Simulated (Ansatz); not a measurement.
CaF2 (fluorite), relaxed with r2SCAN in Ansatz 0.2.0: it is cubic, Fm-3m (No. 225); conventional cell a = 5.439 Å, 13.41 Å³ an atom. Ca has 8 F at 2.36 Å; F has 4 Ca at 2.36 Å. It was then strained (isotropic on every length). Unstrained, HSE06 gives 9.449 eV (X → Γ, 6×6×6 mesh), and the band edges keep their places in every row. Stress is positive in compression. Calculated for a static, non-magnetic cell.

```
strain (%)  ln(V/V₀)  ΔE_g, HSE06 (eV)  Δpressure, r2SCAN (GPa)
      -2.0   -0.0606            +0.398                    +6.22
      -1.0   -0.0302            +0.196                    +2.89
      +0.5   +0.0150            -0.096                    -1.30
      +2.0   +0.0594            -0.374                    -4.65
      +3.0   +0.0887            -0.552                    -6.50
      +4.0   +0.1177            -0.724                    -8.08
```

**Fit ΔE_g = a x + b x² to these rows by least squares, with x = ln(V/V₀).** The normal equations take Σx² = 3.006e-02, Σx³ = 2.291e-03, Σx⁴ = 2.806e-04, ΣxΔE = -1.879e-01 and Σx²ΔE = -1.407e-02, and give a = -6.43 eV, b = +2.3 eV; the largest residual is 0.000 eV. a is the volume deformation potential of this gap.

**Fit the change of pressure in the same way.** Δpressure = -90.5 x + (189) x² GPa. So B₀ = 90.5 GPa and B′ ≈ 2 × 189/90.5 = 4.2; two terms over so wide a range bias B₀ by a few per cent and B′ by more; the gap's pressure coefficient at zero is −a/B₀ = +71 meV/GPa, with HSE06's a and r2SCAN's B₀.

**Predict the withheld row at +1.0 % (x = +0.0299).** ΔE_g ≈ -6.43 × (+0.0299) + (2.3) × (+0.0299)² = -0.190 eV, and Δpressure ≈ -2.54 GPa. The runs give -0.190 eV and -2.50 GPa, off by 0.000 eV and +0.04 GPa.

The meshes of the hybrids are coarse, so their gaps aren't converged to the digits shown.
